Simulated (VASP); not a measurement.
Set up this calculation in VASP 6.6.1, as the native input.

- Task: single point
- Functional: PBE
- Potentials or basis: VASP PAW PBE potentials, release 64 (Al_GW, N_GW)
- Cutoff: 500 eV
- k mesh: 5 × 5 × 5
- Occupations: gaussian, width 0.02 eV
- Spin: no spin polarisation
- Further INCAR settings: ALGO = Fast; EDIFF = 1e-06

The structure of AlN lies in POSCAR:

```
AlN
1.0
    0.0000000000      2.0345180000      2.0345180000
    2.0345180000      0.0000000000      2.0345180000
    2.0345180000      2.0345180000      0.0000000000
Al N
1 1
Direct
    0.5000000000      0.5000000000      0.5000000000
    0.0000000000      0.0000000000      0.0000000000
```

Measurements of this composition are mostly on another form, of space group No. 186.

These files were run (other wordings do the same):

INCAR

```
PREC = Accurate
ENCUT = 500
EDIFF = 1E-6
ISMEAR = 0
SIGMA = 0.02
LREAL = F
LASPH = T
NELM = 80
ALGO = Fast
ISIF = 2
LWAVE = F
LCHARG = F
GGA = PE
```

KPOINTS

```
Automatic mesh
0
Gamma
  5 5 5
```

Potentials or basis: VASP PAW PBE potentials, release 64 (Al_GW, N_GW).

The run is started by

```sh
$ cat potpaw_PBE.64/Al_GW/POTCAR potpaw_PBE.64/N_GW/POTCAR > POTCAR
$ mpirun -np 1 vasp_std > vasp.out
```

It gave:

The pressure is -1.0 GPa. The band gap on the k mesh is 5.03 eV, indirect (least direct gap 5.41 eV).

Caveat: the k mesh is coarse (spacing up to 0.53 Å⁻¹), so the values aren't converged; the cutoff is under 1.25 times the usual one of these potentials, so pressure, stress and relaxed cells hold a basis-set (Pulay) error; an odd mesh through Γ misses points on the zone boundary, where band edges often lie.

Run time: 5.9 s on 1 thread of Intel(R) Xeon(R) Platinum 8259CL CPU @ 2.50GHz (Skylake/Cascade Lake) (shared host), peak memory 0.13 GiB.
